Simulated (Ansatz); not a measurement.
An element in the bcc structure gives these cold pressures by all-electron LAPW under PBE (Ansatz 0.2.0, scalar-relativistic, no spin polarisation).

```csv
V (Å³/atom),P (GPa)
19.10,0.01
18.15,4.42
16.24,18.21
14.33,42.9
12.42,87.1
10.51,173.6
8.60,362.4
7.64,542.6
```

Task: Which element is it?

Result: As. Its zero-pressure volume in this structure is near 19.1 Å³/atom; the volume and the steepness of P(V) together point to it, though neighbours can come close. Neighbours weren't tried against these numbers.
